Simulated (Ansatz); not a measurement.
**Two Ansatz runs on CuO**

The cell was built from the CsCl type and relaxed in the same program, and has space group Pm-3m; it needn't be a known or the stable phase.

First run: DFT, PBE, all-electron LAPW, Dirac equation with spin-orbit coupling (Ansatz 0.2.0).

Command: `ansatz run input.yaml --threads 1 --pin off --max-ram 2048MiB --backend cpu --events-out ev --progress --plain --runs-dir out` The run took 2.4 min on 1 thread of Arm Neoverse V2, with other jobs on the host, peak memory 0.61 GiB.

```yaml
crystal:
  lattice:
    - [2.6368332336, 0.0, 0.0]
    - [0.0, 2.6368332336, 0.0]
    - [0.0, 0.0, 2.6368332336]
  atoms:
    - { symbol: Cu, position: [0.0, 0.0, 0.0] }
    - { symbol: O, position: [0.5, 0.5, 0.5] }
kpoints:
  mp_grid: { grid: [12, 12, 12] }
  band_path:
    path:
      - [0.0, 0.0, 0.0]
      - [0.0, 0.5, 0.0]
      - [0.5, 0.5, 0.0]
      - [0.0, 0.0, 0.0]
      - [0.5, 0.5, 0.5]
      - [0.0, 0.5, 0.0]
      - [0.5, 0.5, 0.5]
      - [0.5, 0.5, 0.0]
    npoints: 5
scf:
  occupations: { method: fermi_dirac, width: 0.08 }
hamiltonian:
  xc: pbe
  pseudopotentials: { kind: all_electron, lapw: { basis_error: 0.00025 } }
output:
  forces: true
  stress: true
  eigenvalues: true
magnetization:
  noncollinear: true
  spin_orbit: true
```

Result: converged; pressure 0.02 GPa; 9 SCF iterations.

Without spin polarisation or U, such a compound can come out metallic where the real one is a magnetic insulator.

The input is then changed:

```diff
@@ -22,6 +22,7 @@
 scf:
   occupations: { method: fermi_dirac, width: 0.08 }
+  algorithm: direct_min
 hamiltonian:
-  xc: pbe
+  xc: lda
   pseudopotentials: { kind: all_electron, lapw: { basis_error: 0.00025 } }
 output:
```

**Question.** What does the second run give?

**Answer.** It converged; pressure -16.67 GPa; 7 SCF iterations.

The results part of its log:

```
SCF 1 converged in 7 iterations: F = -47000.021478 eV  dr2 = 7.50e-12
NSCF: frozen V_eff on 36 k-points
SCF converged after 7 iterations
Stability not checked: this state was not tested for a lower state beside it, because a direct minimisation reached the state, and no test of it is asked (direct_minimisation; see scf.lower_state_search)
Magnetization: |M| = 0.0000 μB,  M = (+0.0000, +0.0000, +0.0000) μB
Absolute magnetization: 0.0000 μB (∫|m|)
  site 0: m = (+0.0000, +0.0000, +0.0000) μB, |m| = 0.0000 μB  (R = 1.24 Å)
  site 1: m = (+0.0000, +0.0000, +0.0000) μB, |m| = 0.0000 μB  (R = 1.05 Å)
Free energy (F): -47000.021478 eV
Harris-Foulkes:  -47000.021478 eV  (|F-HF|=5.82e-10)
Internal energy: -46999.959839 eV  (E = F + TS)
E sigma→0 (E₀):  -46999.990659 eV
Entropy (-TS):   -0.061639 eV (-30.820 meV/atom)
Fermi energy:    13.023988 eV
--- Per-component energies (eV) ---
  E_band       = -1365.929342
  E_kinetic    = 47746.865444
  E_xc         = -1987.464146
  E_electrostatic = -92759.361137  (all electrons and nuclei)
  E_smearing   = -0.061639  (= −TS)
  E_closure    = 0.000000  (closes the sum)
  Σ components = -47000.021478   (vs F -47000.021478, Δ=0.00e0)
  Basis errors (estimates in eV, not in F): energy 5.7e-5 per atom: plane waves 5.0e-5 (2.6e-5 summed), levels above the bands 1.1e-96, relativity 2.2e-9, radial functions 6.3e-6, core shells 5.1e-11; eigenvalues (radial functions only) 1.1e-6; not estimated: angular momenta, meshes, grids; target (lapw.basis_error) 2.5e-4; muffin-tin radii O 1.045 Å, Cu 1.238 Å
--- Forces (eV/Å), atoms counted from 1 ---
  atom   1  Cu     0.00000000     0.00000000    -0.00000000
  atom   2  O     -0.00000000    -0.00000000     0.00000000
  max |Σ_I F_I| component: 1.98e-25 eV/Å
--- Stress (GPa, compression-positive) ---
      -16.665520       0.000000       0.000000
        0.000000     -16.665520       0.000000
        0.000000       0.000000     -16.665520
  P = ⅓ Tr σ = -16.6655 GPa (-166.655 kbar)
--- Band table (eV; the first three rows and the last of 84) ---
  k-point 0: bands = ["-489.2054", "-489.2054", "-98.2143", "-98.2143", "-57.7921", "-57.7921", "-55.1839", "-55.1839", "-55.1839", "-55.1839", "-5.9639", "-5.9639", "9.7524", "9.7524", "9.7524", "9.7524", "11.1680", "11.1680", "11.2204", "11.2204", "11.2204", "11.2204", "11.3649", "11.3649", "11.3649", "11.3649", "11.5353", "11.5353", "13.6772", "13.6772", "28.5951", "28.5951", "28.5951", "28.5951", "32.1095", "32.1095"]
  k-point 1: bands = ["-489.2054", "-489.2054", "-98.2141", "-98.2141", "-57.7928", "-57.7928", "-55.1858", "-55.1858", "-55.1837", "-55.1837", "-5.8927", "-5.8927", "9.5436", "9.5436", "9.7691", "9.7691", "10.7705", "10.7705", "10.8782", "10.8782", "10.8890", "10.8890", "11.4207", "11.4207", "11.7606", "11.7606", "11.8532", "11.8532", "14.2507", "14.2507", "27.9894", "27.9894", "28.6668", "28.6668", "32.1005", "32.1005"]
  k-point 2: bands = ["-489.2054", "-489.2054", "-98.2135", "-98.2135", "-57.7947", "-57.7947", "-55.1908", "-55.1908", "-55.1831", "-55.1831", "-5.6902", "-5.6902", "8.6239", "8.6239", "9.8145", "9.8145", "10.3957", "10.3957", "10.4885", "10.4885", "10.7918", "10.7918", "11.4357", "11.4357", "12.2355", "12.2355", "12.3171", "12.3171", "15.2853", "15.2853", "26.6441", "26.6441", "28.8821", "28.8821", "31.8202", "31.8202"]
  k-point 83: bands = ["-489.2054", "-489.2054", "-98.2051", "-98.2051", "-57.8218", "-57.8218", "-55.2187", "-55.2187", "-55.2187", "-55.2187", "-3.0448", "-3.0448", "7.1403", "7.1403", "7.1403", "7.1403", "7.1754", "7.1754", "11.8917", "11.8917", "11.8917", "11.8917", "13.2936", "13.2936", "13.2936", "13.2936", "13.3930", "13.3930", "19.6581", "19.6581", "19.9006", "19.9006", "19.9006", "19.9006", "25.6471", "25.6471"]
```
